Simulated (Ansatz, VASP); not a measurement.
**AlGaN2 in VASP and in Ansatz**

```
CELL_PARAMETERS angstrom
3.27105 0.00000 0.00000
0.00000 3.27105 0.00000
0.00000 0.00000 4.16511
ATOMIC_POSITIONS crystal
Al 0.50000 0.50000 0.50000
Ga 0.00000 0.00000 0.00000
N 0.50000 0.00000 0.74005
N 0.00000 0.50000 0.25995
```

Change from the starting cell: strain +0.050 along x and y, -0.050 along z, atoms carried along.

Alike in both runs: task single point; functional LDA; k mesh 8 × 8 × 6; occupations gaussian, width 0.05 eV; no spin polarisation.

```csv
,VASP,Ansatz
version,VASP 6.6.1,Ansatz 0.2.0
potentials or method,"VASP PAW LDA potentials, release 64 (Al, Ga_d, N)","scalar-relativistic, plane waves, PAW"
plane-wave cutoff (eV),520,420
valence electrons in the cell,26,26
```

|  | VASP | Ansatz | Ansatz less VASP |
| --- | --- | --- | --- |
| gap on the k mesh at the Fermi level (eV) | 2.64 | 2.62 | -0.012 |
| least direct gap on the mesh (eV) | 2.64 | 2.62 | -0.012 |
| pressure (GPa) | -8.8 | -9.5 | -0.70 |
| largest component of the traceless stress (GPa) | 7.18 | 7.25 | +0.069 |
| rms of the force components (eV/Å) | 0.071 | 0.060 | -0.0106 |

Atom by atom the forces differ by 0.011 eV/Å (rms over components).
